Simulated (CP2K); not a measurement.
# RbBr under changes of volume

One of the cells (35.122 Å³/atom); the others are scaled copies at fixed shape and fractional positions:

```
Rb Br
1.0
     4.12608    0.00000    0.00000
     0.00000    4.12608    0.00000
     0.00000    0.00000    4.12608
Rb Br
1 1
Direct
  0.00000 0.00000 0.00000
  0.50000 0.50000 0.50000
```

The cell comes from a database or a generator and needn't be the stable form of this composition.

* Program: CP2K 2026.2
* Functional: PBE
* Potentials or basis: POTENTIAL_UZH Rb GTH-PBE-q9, Br GTH-PBE-q7; TZVP-MOLOPT-PBE-GTH basis
* Density cutoff: 6123 eV
* k mesh: 7 × 7 × 7
* Occupations: fermi-dirac, width 0.05 eV
* Spin: no spin polarisation

```tsv
volume (Å³/atom)	energy over the lowest point (meV/atom)	pressure (GPa)	gap on the mesh (eV)
33.015	27.35	2.3	4.29
33.717	?	?	?
34.420	11.29	1.4	4.13
35.122	6.15	1.0	4.06
35.825	2.68	0.6	3.99
36.527	0.68	0.3	3.93
37.230	0.00	0.0	3.87
```

Q: What does the run at 33.717 Å³/atom give?

A: Energy over the lowest point 18.28 meV/atom; pressure 1.8 GPa; gap on the mesh 4.21 eV.

Worked out: A Birch-Murnaghan fit of order 3 (a polynomial in V^(-2/3)) to the other rows has its minimum at 37.27 Å³/atom, just outside them, with B0 = V·E''(V) = 14.2 GPa and B' = 5.0. It gives 18.28 meV/atom at 33.717 Å³/atom, against the run's 18.28, and -dE/dV = 1.8 GPa, against 1.8. A straight line through the other rows of the gap, of slope -3.49 eV per unit of ln V, gives 4.21 eV, against the run's 4.21.

Energies are extrapolated to zero smearing.

Caveats: an odd mesh through Γ misses points on the zone boundary, where band edges often lie; the basis of atomic orbitals isn't converged, which shifts pressures, moduli and gaps. Spin-orbit coupling on Br, Rb is left out.
